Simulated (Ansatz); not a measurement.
Computed with Ansatz, DFT PBE, scalar-relativistic, plane waves, PAW. Settings: cutoff 420 eV, Γ-centred meshes spaced at most about 0.3 Å⁻¹, and about 0.25 Å⁻¹ or finer for metals (2π included), Gaussian smearing. No spin polarisation.

Each guess is relaxed in cell and atoms at zero pressure, on a coarse mesh first where it starts far from rest and then on a converged one. The steps can't lower the symmetry of the start, but it can rise. Energies are static (0 K, no zero-point motion).

Two unrelaxed guesses for C₃N:

Guess 1.

```xyz
4
Lattice="3.5909 0.0000 0.0000 0.0000 3.5909 0.0000 0.0000 0.0000 3.5540" Properties=species:S:1:pos:R:3 pbc="T T T"
C     0.0000    1.7955    1.7770
C     1.7955    0.0000    1.7770
C     1.7955    1.7955    0.0000
N     0.0000    0.0000    0.0000
```

Guess 2.

```xyz
4
Lattice="2.8862 0.0000 0.0000 0.0000 2.8862 0.0000 0.0000 0.0000 7.5064" Properties=species:S:1:pos:R:3 pbc="T T T"
C     1.4431    1.4431    5.7410
C     0.0000    0.0000    3.7532
C     1.4431    1.4431    1.7654
N     0.0000    0.0000    0.0000
```

Problem. Which guess leads to the lower structure, and by how much?

Solution. Guess 2 ends lower, by 299 meV/atom. Guess 1: P4/mmm at 11.5 Å³/atom → P4/mmm at 6.8 Å³/atom; Guess 2: P4/mmm at 15.6 Å³/atom → P4/mmm at 8.2 Å³/atom. Counting C atoms around N (those within 1.25 times the shortest such distance or 1.15 times the sum of covalent radii, 1.27 where that leaves under three; a plus sign parts nearer from farther groups; the shortest distance is added where it exceeds 1.18 times the sum of covalent radii), the end of guess 1 has N 8+4 from 2.1 Å and the end of guess 2 has N 10 from 2.1 Å. The end of guess 2 holds C–C pairs (shortest 1.38 Å); in the end of guess 1 the shortest C–C distance is 2.07 Å. End of guess 1. Conventional cell: a = 3.378 Å, c = 2.388 Å. C on a site of symmetry mmm has 4 C at 2.07 Å, 4 N at 2.07 Å and 6 C at 2.39 Å; around C on a site of symmetry 4/mmm lie 8 C at 2.07 Å, 2 C at 2.39 Å and 4 N at 2.39 Å; N has 8 C at 2.07 Å, 2 N at 2.39 Å and 4 C at 2.39 Å (long against the sum of covalent radii). End of guess 2. Conventional cell: a = 2.754 Å, c = 4.341 Å. C on a site of symmetry 4mm is surrounded by 1 C at 1.38 Å, 4 N at 2.07 Å and 4 C at 2.45 Å; C on a site of symmetry 4/mmm is surrounded by 2 N at 2.17 Å, 8 C at 2.45 Å and 4 C at 2.75 Å (long against the sum of covalent radii); N is surrounded by 10 C at 2.07–2.17 Å (long against the sum of covalent radii).

Cells without such a test can be saddle points. Shaken at random and relaxed again, the end of guess 2 falls into a cell with space group P1 (No. 1), 2.92 eV/atom lower and the lowest form computed, so it is a saddle point or a shallow minimum. Even the lowest of the cells shown lies +4.01 eV/atom against the elements. Weakly bound directions are ill-defined at this level, which has no dispersion term (P4/mmm at 8.2 Å³/atom), and this can change margins and order among such cells. In P4/mmm at 8.2 Å³/atom, P4/mmm at 6.8 Å³/atom an odd number of electrons in the primitive cell allows no gap without spin; a larger cell or a magnetic state could open one. Some candidate types were left out of the draw beforehand, so a known form may be missing.
